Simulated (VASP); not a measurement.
A run of VASP 6.6.1:

The input INCAR:

```
SYSTEM = Si
PREC     = Accurate       ! precision mode
ENCUT    = 520            ! plane-wave cutoff, eV
EDIFF    = 1E-6           ! SCF threshold, eV
ISMEAR   = 0              ! smearing method
SIGMA    = 0.01           ! smearing width, eV
LREAL    = .FALSE.        ! projectors in reciprocal space
LASPH    = .TRUE.         ! aspherical terms in the spheres
NELM     = 100            ! most SCF steps
ALGO     = Normal         ! electronic algorithm
ISIF     = 2              ! what is computed and relaxed
LWAVE    = .FALSE.        ! write WAVECAR
LCHARG   = .FALSE.        ! write CHGCAR
GGA      = PE             ! functional
NBANDS   = 11             ! bands
```

The input KPOINTS:

```
Automatic mesh
0
G
  10 10 10
  0 0 0
```

File POSCAR:

```
Si
1.0
    0.0000000000      2.7348383250      2.7348383250
    2.7348383250      0.0000000000      2.7348383250
    2.7348383250      2.7348383250      0.0000000000
Si
2
Direct
    0.7500000000      0.7500000000      0.7500000000
    0.5000000000      0.5000000000      0.5000000000
```

Potentials or basis: VASP PAW PBE potentials, release 64 (Si).

The run is started by

```sh
$ cat potpaw_PBE.64/Si/POTCAR > POTCAR
$ mpirun -np 1 vasp_std > vasp.out
```

Hardware: 1 thread of Intel(R) Xeon(R) Platinum 8488C (Sapphire Rapids) (shared host).

Problem. How long does it take, and how much memory?

Solution. It took 12 s on 1 thread of Intel(R) Xeon(R) Platinum 8488C (Sapphire Rapids) (shared host), peak memory 0.16 GiB. Counts: scf iterations 11, k points 47.
